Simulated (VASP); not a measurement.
# MgO (I-4m2) in VASP: notebook

The runs below take MgO through single point, with HSE06.

Everything below comes from runs of VASP 6.6.1. Logs are shortened: lines on timing, memory, paths and dates and some standing lists are left out, and cuts for length are marked.

### Step 1. The cell of the first run

Symmetry: I-4m2, No. 119, tetragonal system. The conventional cell has a = 3.227 Å, b = 3.227 Å, c = 4.680 Å, α = 90.00°, β = 90.00°, γ = 90.00°. Mg (site symmetry -4m2) has 4 O at 1.99 Å as nearest neighbours. Around O (site symmetry -4m2) lie 4 Mg at 1.99 Å.

The cell was built by a generator and needn't be a form met in nature.

### Step 2. Single point, HSE06 (uniaxial_z strain +2.5%)

POSCAR

```
MgO
1.0
    0.0000000000      2.2820056624      2.3399686062
    2.2820056624      0.0000000000      2.3399686062
    2.2820056624      2.2820056624      0.0000000000
Mg O
1 1
Direct
    0.0000000000      0.0000000000      0.0000000000
    0.2500000000      0.2500000000      0.2500000000
```

INCAR.step1

```
  PREC = Accurate
  ENCUT = 520
  EDIFF = 1E-5
  ISMEAR = 0
  SIGMA = 0.01
  LREAL = F
  LASPH = T
  NELM = 100
  ALGO = Normal
  ISIF = 2
  LWAVE = T
  LCHARG = F
  GGA = PE
  NBANDS = 11
```

INCAR.step2

```
  PREC = Accurate
  ENCUT = 520
  EDIFF = 1E-7
  ISMEAR = 0
  SIGMA = 0.01
  LREAL = F
  LASPH = T
  NELM = 100
  ALGO = Normal
  ISIF = 2
  LWAVE = F
  LCHARG = F
  GGA = PE
  LHFCALC = T
  HFSCREEN = 0.2079
  PRECFOCK = Normal
  ISTART = 1
  NBANDS = 11
```

KPOINTS

```
regular mesh
0
Gamma
  6 6 6
```

Potentials or basis: VASP PAW PBE potentials, release 64 (Mg, O).

Started as:

```console
cat potpaw_PBE.64/Mg/POTCAR potpaw_PBE.64/O/POTCAR > POTCAR
cp INCAR.step1 INCAR
mpirun -np 1 vasp_std > vasp.out
cp INCAR.step2 INCAR
mpirun -np 1 vasp_std > vasp.out
```

OUTCAR:

```text
PREC = Accurate
   ENCUT = 520
   EDIFF = 1E-7
   ISMEAR = 0
   LREAL = F
   LASPH = T
   NELM = 100
   ISIF = 2
   GGA = PE
   LHFCALC = T
   HFSCREEN = 0.2079
   PRECFOCK = Normal
   ISTART = 1

 ion  position               nearest neighbor table
   1  0.000  0.000  0.000-   2 1.99   2 1.99   2 1.99   2 1.99
   2  0.250  0.250  0.250-   1 1.99   1 1.99   1 1.99   1 1.99

  LATTYP: Found a body centered tetragonal cell.
 ALAT       =     3.2272433572
 C/A-ratio  =     1.4501345868

  Lattice vectors:

 A1 = (  -2.2820056624,   0.0000000000,   2.3399686062)
 A2 = (   2.2820056624,   0.0000000000,   2.3399686062)
 A3 = (   0.0000000000,   2.2820056624,  -2.3399686062)

Analysis of symmetry for initial positions (statically):
=====================================================================
 Subroutine PRICEL returns:
 Original cell was already a primitive cell.

 Routine SETGRP: Setting up the symmetry group for a
 body centered tetragonal supercell.

 Subroutine GETGRP returns: Found  8 space group operations
 (whereof  8 operations were pure point group operations)
 out of a pool of 16 trial point group operations.

The static configuration has the point symmetry D_2d.

Analysis of symmetry for dynamics (positions and initial velocities):
=====================================================================
 Subroutine PRICEL returns:
 Original cell was already a primitive cell.

 Routine SETGRP: Setting up the symmetry group for a
 body centered tetragonal supercell.

 Subroutine GETGRP returns: Found  8 space group operations
 (whereof  8 operations were pure point group operations)
 out of a pool of 16 trial point group operations.

The dynamic configuration has the point symmetry D_2d.

 Subroutine INISYM returns: Found  8 space group operations
 (whereof  8 operations are pure point group operations),
 and found     1 'primitive' translations

----------------------------------------------------------------------------------------

                                     Primitive cell

  volume of cell :      24.3710

  direct lattice vectors                    reciprocal lattice vectors
     0.000000000  2.282005662  2.339968606    -0.219105504  0.219105504  0.213678080
     2.282005662  0.000000000  2.339968606     0.219105504 -0.219105504  0.213678080
     2.282005662  2.282005662  0.000000000     0.219105504  0.219105504 -0.213678080

  length of vectors
     3.268486335  3.268486335  3.227243357     0.376394428  0.376394428  0.376394428

  position of ions in fractional coordinates (direct lattice)
     0.000000000  0.000000000  0.000000000
     0.250000000  0.250000000  0.250000000

  ion indices of the primitive-cell ions
   primitive index   ion index
                 1           1
                 2           2

----------------------------------------------------------------------------------------

 KPOINTS: regular mesh

Automatic generation of k-mesh.
 Grid dimensions read from file:
 generate k-points for:    6    6    6

 Generating k-lattice:

  Cartesian coordinates                     Fractional coordinates (reciprocal lattice)
    -0.036517584  0.036517584  0.035613013     0.166666667  0.000000000  0.000000000
     0.036517584 -0.036517584  0.035613013     0.000000000  0.166666667  0.000000000
     0.036517584  0.036517584 -0.035613013    -0.000000000 -0.000000000  0.166666667

  Length of vectors
     0.062732405  0.062732405  0.062732405

  Shift w.r.t. Gamma in fractional coordinates (k-lattice)
     0.000000000  0.000000000  0.000000000

 Subroutine IBZKPT returns following result:
 ===========================================

 Found     30 irreducible k-points:

 Following reciprocal coordinates:
            Coordinates               Weight
  0.000000  0.000000  0.000000      1.000000
  0.166667  0.000000  0.000000      8.000000
  0.333333 -0.000000  0.000000      8.000000
  0.500000 -0.000000  0.000000      4.000000
  0.166667  0.166667  0.000000      2.000000
  0.333333  0.166667  0.000000      8.000000
[... 16 lines left out ...]
  0.333333  0.000000  0.333333      4.000000
  0.500000  0.000000  0.333333     16.000000
 [... further k-points ...]
   k-points           NKPTS =     30   k-points in BZ     NKDIM =    216   number of bands    NBANDS=     11
   number of dos      NEDOS =    301   number of ions     NIONS =      2
   total plane-waves  NPLWV =  13824
   dimension x,y,z NGX =    24 NGY =   24 NGZ =   24
   dimension x,y,z NGXF=    48 NGYF=   48 NGZF=   48
   ions per type =               1   1
   NGX,Y,Z   is equivalent  to a cutoff of  12.21, 12.21, 12.36 a.u.
   NGXF,Y,Z  is equivalent  to a cutoff of  24.41, 24.41, 24.73 a.u.
 SYSTEM =  unknown system
   PREC   = accura    normal or accurate (medium, high low for compatibility)
   ISTART =      1    job   : 0-new  1-cont  2-samecut
   ICHARG =      0    charge: 1-file 2-atom 10-const
   ISPIN  =      1    spin polarized calculation?
   LNONCOLLINEAR =      F non collinear calculations
   LSORBIT =      F    spin-orbit coupling
   LASPH  =      T    aspherical Exc in radial PAW
   ENCUT  =  520.0 eV  38.22 Ry    6.18 a.u.   6.08  6.08  6.00*2*pi/ulx,y,z
   NELM   =    100;   NELMIN=  2; NELMDL=  0     # of ELM steps
   EDIFF  = 0.1E-06   stopping-criterion for ELM
   LREAL  =      F    real-space projection
   EDIFFG = 0.1E-05   stopping-criterion for IOM
   NSW    =      0    number of steps for IOM
   IBRION =     -1    ionic relax: 0-MD 1-quasi-New 2-CG
   NFREE  =      0    steps in history (QN), initial steepest desc. (CG)
   ISIF   =      2    stress and relaxation
   ISYM   =      3    0-nonsym 1-usesym 2-fastsym
   POTIM  = 0.5000    time-step for ionic-motion
   TEBEG  =    0.0;   TEEND  =   0.0 temperature during run
   PSTRESS=    0.0 pullay stress
   NELECT =       8.0000    total number of electrons
   NUPDOWN=      -1.0000    fix difference up-down
   EMIN   =  10.00;   EMAX   =-10.00  energy-range for DOS
   EFERMI =   0.00;   METHOD = LEGACY
   ISMEAR =     0;   SIGMA  =   0.01  broadening in eV -4-tet -1-fermi 0-gaus
   EFERMI_NEDOS =   21; number of points for ismear=-14 and -15
   IALGO  =     38    algorithm
   IMIX   =      1    mixing-type and parameters
     AMIX     =   0.40;   BMIX     =  1.00
     AMIX_MAG =   1.60;   BMIX_MAG =  1.00
  volume/ion in A,a.u.               =      12.19        82.23
  Fermi-wavevector in a.u.,A,eV,Ry     =   1.129311  2.134089 17.352109  1.275344
  Thomas-Fermi vector in A             =   2.266004
   LORBIT       =      0    0 simple, 1 ext, 2 COOP (PROOUT), +10 PAW based schemes
   GGA     = PE    functional components
   LHFCALC =     T    Hartree Fock is set to
   PRECFOCK=normal    Normal, Fast or Accurate (Low or Medium for compatibility)
   ENCUT4O =  -1.0   cutoff for four orbital integrals eV
   NKREDX  =     1    reduce k-point grid by
   NKREDY  =     1    reduce k-point grid by
   NKREDZ  =     1    reduce k-point grid by
   AEXX    =    0.2500 exact exchange contribution
   HFSCREEN=    0.2079 screening length (either q_TF or 0.3 A-1)
   HFSCREENC=   0.2079 screening length for correlation (either q_TF or 0.3 A-1)
   ENCUTFOCK=  -1.0 apply spherical cutoff to Coloumb kernel
   IVDW    =     0    specifies the selected vdW correction
   LEPSILON=     F    determine dielectric tensor
   LRPA    =     F    only Hartree local field effects (RPA)
 non-spin polarized calculation
 Gauss-broadening in eV      SIGMA  =   0.01
  energy-cutoff  :      520.00
  volume of cell :       24.37
 maximum number of plane-waves:       670
  NGX = 20; NGY = 20; NGZ = 20

 number of electron       8.0000002 magnetization

 Free energy of the ion-electron system (eV)
  ---------------------------------------------------
  ext. energy  EPLUGINS =         0.00000000
  ---------------------------------------------------
  free energy    TOTEN  =       -13.93333562 eV

  energy without entropy =      -13.93333562  energy(sigma->0) =      -13.93333562

 E-fermi :  -0.4388     XC(G=0):  -7.9278

 val. band max:       -0.5467300027   @ k =   0.0000   0.0000   0.0000
 cond. band min:       4.5153847512   @ k =   0.0000   0.0000   0.0000
 fundamental gap:      5.0621147538
 Fermi energy:        -0.4388200820

 k-point     1 :       0.0000    0.0000    0.0000
  band No.  band energies     occupation
      1     -17.8722      2.00000
      2      -0.6041      2.00000
      3      -0.5467      2.00000
      4      -0.5467      2.00000
      5       4.5154      0.00000
      6      17.9513      0.00000
      7      17.9513      0.00000
      8      17.9534      0.00000
      9      21.1092      0.00000
     10      21.1249      0.00000
     11      21.8753      0.00000

 k-point     2 :       0.1667    0.0000    0.0000
  band No.  band energies     occupation
      1     -17.7151      2.00000
      2      -1.6297      2.00000
      3      -0.6496      2.00000
      4      -0.5907      2.00000
      5       5.8263      0.00000
      6      15.8729      0.00000
      7      17.5362      0.00000
      8      17.8009      0.00000
      9      19.6793      0.00000
     10      20.0161      0.00000
     11      20.6854      0.00000

 k-point     3 :       0.3333   -0.0000    0.0000
  band No.  band energies     occupation
      1     -17.3825      2.00000
      2      -3.1125      2.00000
      3      -0.7746      2.00000
      4      -0.6759      2.00000
      5       8.0487      0.00000
      6      12.8893      0.00000
      7      16.1099      0.00000
      8      16.5406      0.00000
      9      20.3856      0.00000
     10      21.4552      0.00000
     11      21.4808      0.00000
[... 267 lines left out ...]
 k-point    23 :       0.3333    0.0000    0.3333
  band No.  band energies     occupation
      1     -17.2227      2.00000
      2      -2.8011      2.00000
      3      -1.2134      2.00000
      4      -1.2083      2.00000
      5       7.6793      0.00000
      6      13.0075      0.00000
      7      15.1948      0.00000
      8      17.4478      0.00000
      9      17.9265      0.00000
     10      24.0510      0.00000
     11      24.8330      0.00000

 k-point    24 :       0.5000    0.0000    0.3333
  band No.  band energies     occupation
      1     -17.0520      2.00000
      2      -2.9759      2.00000
      3      -1.7053      2.00000
      4      -1.2653      2.00000
      5       8.0393      0.00000
      6      12.5995      0.00000
      7      14.9590      0.00000
      8      17.3572      0.00000
      9      18.1232      0.00000
     10      24.6893      0.00000
     11      25.2984      0.00000

 [... further k-points ...]

------------------------ aborting loop because EDIFF is reached ----------------------------------------

  FORCE on cell =-STRESS in cart. coord.  units (eV):
  Direction    XX          YY          ZZ          XY          YZ          ZX
  --------------------------------------------------------------------------------------
  -------------------------------------------------------------------------------------
  Total       -0.4140287     -0.4140287     -0.6202133      0.0000000      0.0000000     -0.0000000
  in kB      -27.2187109    -27.2187109    -40.7735192      0.0000000      0.0000000     -0.0000000
  external PRESSURE =     -31.7369803 kB  Pullay stress =       0.0000000 kB

 VOLUME and BASIS-vectors are now :
 -----------------------------------------------------------------------------
  energy-cutoff  :      520.00
  volume of cell :       24.37
      direct lattice vectors                 reciprocal lattice vectors
     0.000000000  2.282005662  2.339968606    -0.219105504  0.219105504  0.213678080
     2.282005662  0.000000000  2.339968606     0.219105504 -0.219105504  0.213678080
     2.282005662  2.282005662  0.000000000     0.219105504  0.219105504 -0.213678080

 POSITION                                       TOTAL-FORCE (eV/Angst)
 -----------------------------------------------------------------------------------
      0.00000      0.00000      0.00000         0.000000      0.000000      0.000000
      1.14100      1.14100      1.16998        -0.000000     -0.000000     -0.000000
 -----------------------------------------------------------------------------------
    total drift:                                0.000001      0.000001      0.000003

  FREE ENERGIE OF THE ION-ELECTRON SYSTEM (eV)
  ---------------------------------------------------
  free  energy   TOTEN  =       -13.9333356203 eV

  energy  without entropy=      -13.9333356203  energy(sigma->0) =      -13.93333562
```

Wall time 12 min (1 thread of Intel Xeon Platinum 8488C (Sapphire Rapids), shared host); peak memory 0.25 GiB.

What came out:

```
Free energy            : -13.9333 eV
Pressure               : -3.2 GPa
Band gap on the k mesh : 5.06 eV, direct
```

Stress tensor (GPa, compression positive):
```
-2.72  0.00  0.00
 0.00 -2.72  0.00
 0.00  0.00 -4.08
```

Caveat: the PAW data sets were made with another functional, which shifts forces and pressure a little.

### Step 3. Single point, HSE06 (uniaxial_x strain -2.3%)

POSCAR

```
MgO
1.0
    0.0000000000      2.2820056624      2.2820056624
    2.2297477327      0.0000000000      2.2820056624
    2.2297477327      2.2820056624      0.0000000000
Mg O
1 1
Direct
    0.0000000000      0.0000000000      0.0000000000
    0.2500000000      0.2500000000      0.2500000000
```

INCAR.step1

```
SYSTEM = MgO
PREC = Accurate ; ENCUT = 520
EDIFF = 1E-5 ; ISMEAR = 0
SIGMA = 0.01 ; LREAL = .FALSE.
LASPH = .TRUE. ; NELM = 100
ALGO = Normal ; ISIF = 2
LWAVE = .TRUE. ; LCHARG = .FALSE.
NBANDS = 11 ; GGA = PE
```

INCAR.step2

```
SYSTEM = MgO
PREC = Accurate ; ENCUT = 520
EDIFF = 1E-7 ; ISMEAR = 0
SIGMA = 0.01 ; LREAL = .FALSE.
LASPH = .TRUE. ; NELM = 100
ALGO = Normal ; ISIF = 2
LWAVE = .FALSE. ; LCHARG = .FALSE.
GGA = PE ; LHFCALC = .TRUE.
HFSCREEN = 0.2079 ; PRECFOCK = Normal
NBANDS = 11 ; ISTART = 1
```

KPOINTS

```
Automatic mesh
0
G
  6 6 6
  0 0 0
```

Potentials or basis: VASP PAW PBE potentials, release 64 (Mg, O).

Started as:

```console
cat potpaw_PBE.64/Mg/POTCAR potpaw_PBE.64/O/POTCAR > POTCAR
cp INCAR.step1 INCAR
mpirun -np 1 vasp_std > vasp.out
cp INCAR.step2 INCAR
mpirun -np 1 vasp_std > vasp.out
```

Wall time 11 min (1 thread of Intel Xeon Platinum 8488C (Sapphire Rapids), shared host); peak memory 0.25 GiB.

The run converged. Its results:

```
Free energy            : -13.9343 eV
Pressure               : 3.0 GPa
Band gap on the k mesh : 5.36 eV, direct
```

Stress tensor (GPa, compression positive):
```
3.54 0.00 0.00
0.00 2.69 0.00
0.00 0.00 2.69
```

Levels at points of the mesh, in eV from the valence-band top:
```csv
k point,band 2,band 3,band 4,band 5,band 6,band 7
"(0.00, 0.00, 0.00)",-0.05,-0.05,0.00,5.36,19.05,19.05
"(0.50, 0.00, 0.00)",-3.32,-0.30,-0.19,10.74,11.77,16.47
"(0.50, 0.50, 0.00)",-2.81,-0.82,-0.81,7.93,13.54,16.55
"(0.00, 0.50, 0.50)",-2.69,-0.93,-0.93,7.93,13.46,16.77
```

Caveat: the PAW data sets were made with another functional, which shifts forces and pressure a little.
